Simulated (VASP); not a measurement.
Crystal: HfC.

```
Hf C
1.0
     0.00000    2.32500    2.32500
     2.32500    0.00000    2.32500
     2.32500    2.32500    0.00000
Hf C
1 1
Cartesian
  2.3250 2.3250 2.3250
  0.0000 0.0000 0.0000
```

Base run:

* Program: VASP 6.6.1
* Functional: RPBE
* Potentials or basis: VASP PAW PBE potentials, release 64 (Hf_pv, C)
* Cutoff: 520 eV
* k mesh: 10 × 10 × 10
* Occupations: fermi-dirac, width 0.05 eV
* Spin: no spin polarisation

Its results: pressure 3.5 GPa.

After a change of settings the same cell gave: pressure -0.4 GPa. Which change was it?
A. functional from RPBE to revTPSS; further incar settings from ALGO = Fast; EDIFF = 1e-07; NBANDS = 14 to ALGO = Normal; EDIFF = 1e-07; NBANDS = 14
B. functional from RPBE to AM05; further incar settings from ALGO = Fast; EDIFF = 1e-07; NBANDS = 14 to ALGO = Normal; EDIFF = 1e-07; NBANDS = 14
C. functional from RPBE to revPBE; further incar settings from ALGO = Fast; EDIFF = 1e-07; NBANDS = 14 to ALGO = Normal; EDIFF = 1e-06
D. functional from RPBE to PBE

D.

PBE binds more tightly than RPBE, so the same cell stands under less pressure.

Caveats: the PAW data sets were made with another functional, which shifts forces and pressure a little (some runs).

Not every run made on this cell is shown here.
